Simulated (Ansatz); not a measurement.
# Mo (simple hexagonal type): the cost of one run

Method: DFT PBE, with the methods named in each step, in Ansatz 0.2.0.

1 further run of the same task is left out (set aside as unsound or not needed).

### Step 1. The structure to begin with

The structure is hexagonal, space group P6/mmm (No. 191). The conventional cell has a = 2.772 Å, b = 2.772 Å, c = 2.524 Å, α = 90.00°, β = 90.00°, γ = 120.00°. Around Mo (site symmetry 6/mmm) lie 8 Mo at 2.52 to 2.77 Å.

Coordinates:

```cif
data_structure
_symmetry_space_group_name_H-M 'P6/mmm'
_symmetry_Int_Tables_number 191
_cell_length_a 2.7721
_cell_length_b 2.7721
_cell_length_c 2.5241
_cell_angle_alpha 90.000
_cell_angle_beta 90.000
_cell_angle_gamma 120.000
_cell_volume 16.80
loop_
_atom_site_label
_atom_site_type_symbol
_atom_site_symmetry_multiplicity
_atom_site_Wyckoff_symbol
_atom_site_fract_x
_atom_site_fract_y
_atom_site_fract_z
_atom_site_occupancy
Mo1 Mo 1 a 0.00000 0.00000 0.00000 1
```

The file gives the conventional cell by its symmetry; the runs use the cell typed in the input.

Whether this phase is the stable one at these pressures isn't tested.

### Step 2. The reference volume, LAPW

input.yaml reads:

```yaml
crystal:
  lattice:
    - [2.7721062516, 0.0, 0.0]
    - [-1.3860531258, 2.4007144359, 0.0]
    - [0.0, 0.0, 2.524116305]
  atoms:
    - { symbol: Mo, position: [0.0, 0.0, 0.0] }
kpoints:
  mp_grid: { grid: [18, 18, 16] }
  band_path:
    path:
      - [0.0, 0.0, 0.0]
      - [0.5, 0.0, 0.0]
      - [0.3333333333, 0.3333333333, 0.0]
      - [0.0, 0.0, 0.0]
      - [0.0, 0.0, 0.5]
      - [0.5, 0.0, 0.5]
      - [0.3333333333, 0.3333333333, 0.5]
      - [0.0, 0.0, 0.5]
      - [0.5, 0.0, 0.5]
    npoints: 14
scf:
  occupations: { method: fermi_dirac, width: 0.08 }
hamiltonian:
  xc: pbe
  pseudopotentials: { kind: all_electron, lapw: { basis_error: 0.001 } }
output:
  forces: true
  stress: true
  eigenvalues: true
  populations: true
  dos: { projected: true, de: 0.2, e_range: [-14, 8] }
```

Command:

```sh
$ ansatz run input.yaml --threads 1 --pin off --max-ram 2048MiB --backend cpu --events-out ev --progress --plain --runs-dir out
```

What time and memory should one allow on 1 thread of Arm Neoverse V2, shared host?

About 24 s, with a peak of 0.47 GiB.
